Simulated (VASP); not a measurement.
Te2Mo: band structure with TB-mBJ

The system is Te2Mo.

```xyz
6
Lattice="3.5182 0.0000 0.0000 -1.7591 3.0469 0.0000 0.0000 0.0000 13.9736" Properties=species:S:1:pos:R:3 pbc="T T T"
Te    1.7591    1.0156    5.2960
Te    0.0000    2.0312   12.2828
Te    1.7591    1.0156    1.6908
Te    0.0000    2.0312    8.6776
Mo    1.7591    1.0156   10.4802
Mo    0.0000    2.0312    3.4934
```

```
Program                : VASP 6.6.1
Task                   : band structure
Functional             : TB-mBJ
Potentials or basis    : VASP PAW PBE potentials, release 64 (Te, Mo_sv)
Cutoff                 : 520 eV
k mesh                 : 6 × 6 × 2
Occupations            : gaussian, width 0.02 eV
Spin                   : spin-orbit coupling, no magnetisation
Ladder                 : gaps
Further INCAR settings : ALGO = Normal; EDIFF = 1e-06; NBANDS = 68
```

* Valence electrons inside the program's atomic spheres: Te 3.48; Mo 12.34

It took 17 min on 4 MPI ranks on Intel(R) Xeon(R) 6975P-C (Granite Rapids), with other jobs on the host, peak memory 0.88 GiB a rank.
